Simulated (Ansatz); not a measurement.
# Ca in Ansatz: convergence with smearing width

Input of the first run (smearing width 0.3 eV); the others differ in this setting and in those tied to it:

Contents of input.yaml:

```yaml
crystal:
  lattice:
    - [3.48865634, 0.0, 0.0]
    - [0.0, 3.48865634, 0.0]
    - [0.0, 0.0, 3.48865634]
  atoms:
    - { symbol: Ca, position: [0.0, 0.0, 0.0] }
hamiltonian:
  xc: pbesol
  pseudopotentials: { kind: paw }
kpoints:
  mp_grid: { grid: [7, 7, 7] }
scf:
  occupations: { method: fermi_dirac, width: 0.3 }
output:
  forces: true
  stress: true
  eigenvalues: true
```

Potentials or basis: Ansatz PAW.

Launch:

```bash
$ ansatz run input.yaml --threads 2 --pin off --max-ram 5632MiB --backend cpu --events-out ev --progress --plain --runs-dir out
```

This isn't the form of Ca at room conditions, which is fcc.

Hardware: 2 threads of Arm Neoverse V2, on a shared host.

```csv
smearing width,"energy less the tightest run, at zero smearing (meV/atom)",pressure (GPa),SCF cycles,CPU time (s),peak memory (GiB)
0.3 eV,0.14,0.30,6,0.57,0.24
0.2 eV,-2.61,0.02,6,0.56,0.24
0.15 eV,-2.79,-0.11,6,0.56,0.24
0.1 eV,-1.70,-0.22,6,0.55,0.24
0.05 eV,-0.06,-0.23,6,0.54,0.24
0.025 eV,0.08,-0.16,6,0.54,0.24
0.01 eV,-0.09,-0.13,6,0.54,0.24
0.005 eV,0.00,-0.13,6,0.54,0.24
```

Against the tightest run, the energy stays within 1 meV/atom from 0.05 eV on; the pressure stays within 0.1 GPa from 0.15 eV on. Narrower smearing needs a denser k mesh, so at a fixed mesh the narrowest width isn't the most accurate. The tightest run that finished is the yardstick and may itself not be fully converged.

Caveat, for the tightest run too: the PAW data sets come from PBE, with cores solved anew for the run's functional, which leaves a small shift of forces and pressure.
